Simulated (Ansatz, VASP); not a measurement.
## BN: VASP beside Ansatz

The input INCAR:

```
SYSTEM = BN
ALGO = Normal ; EDIFF = 1E-8
ENCUT = 520 ; GGA = PE
ISIF = 2 ; ISMEAR = -1
LASPH = .TRUE. ; LCHARG = .FALSE.
LEFG = .TRUE. ; LREAL = .FALSE.
LWAVE = .FALSE. ; NBANDS = 11
NELM = 100 ; PREC = Accurate
SIGMA = 0.03
```

Contents of KPOINTS:

```
k-points
0
G
  13 13 13
  0 0 0
```

File POSCAR:

```
BN
1.0
    0.0000000000      1.8075000000      1.7894250000
    1.8075000000      0.0000000000      1.7894250000
    1.8075000000      1.8075000000      0.0000000000
B N
1 1
Direct
    0.0000000000      0.0000000000      0.0000000000
    0.7500000000      0.7500000000      0.7500000000
```

Input for Ansatz:

```yaml
crystal:
  lattice:
    - [0.0, 1.8075, 1.789425]
    - [1.8075, 0.0, 1.789425]
    - [1.8075, 1.8075, 0.0]
  atoms:
    - { symbol: B, position: [0.0, 0.0, 0.0] }
    - { symbol: "N", position: [0.75, 0.75, 0.75] }
kpoints:
  mp_grid: { grid: [13, 13, 13] }
scf:
  occupations: { method: fermi_dirac, width: 0.03 }
hamiltonian:
  xc: pbe
  pseudopotentials: { kind: all_electron, datasets: crystal }
output:
  forces: true
  stress: true
  eigenvalues: true
  efg: { contact_densities: true }
```

Change from the starting cell: zz strain of -1 %, crystal datasets.

Alike in both runs: task electric field gradients; functional PBE; k mesh 13 × 13 × 13; occupations fermi-dirac, width 0.03 eV; no spin polarisation.

```csv
,VASP,Ansatz
version,VASP 6.6.1,Ansatz 0.2.0
potentials or method,"VASP PAW PBE potentials, release 64 (B, N)","all-electron PAW with datasets made for the crystal, scalar-relativistic"
plane-wave cutoff (eV),520,see its input
```

```tsv
	VASP	Ansatz	Ansatz less VASP
gap on the k mesh at the Fermi level (eV)	4.37	4.37	+0.009
pressure (GPa)	7.2	6.9	-0.29
largest component of the traceless stress (GPa)	4.10	4.11	+0.005
Vzz of the field gradient on the site that differs most (V/Å²)	0.4	0.3	-0.08
```

Ansatz ran all-electron here, so the differences hold the error of VASP's frozen core and of both bases.

Caveats: an odd mesh through Γ misses points on the zone boundary, where band edges often lie.
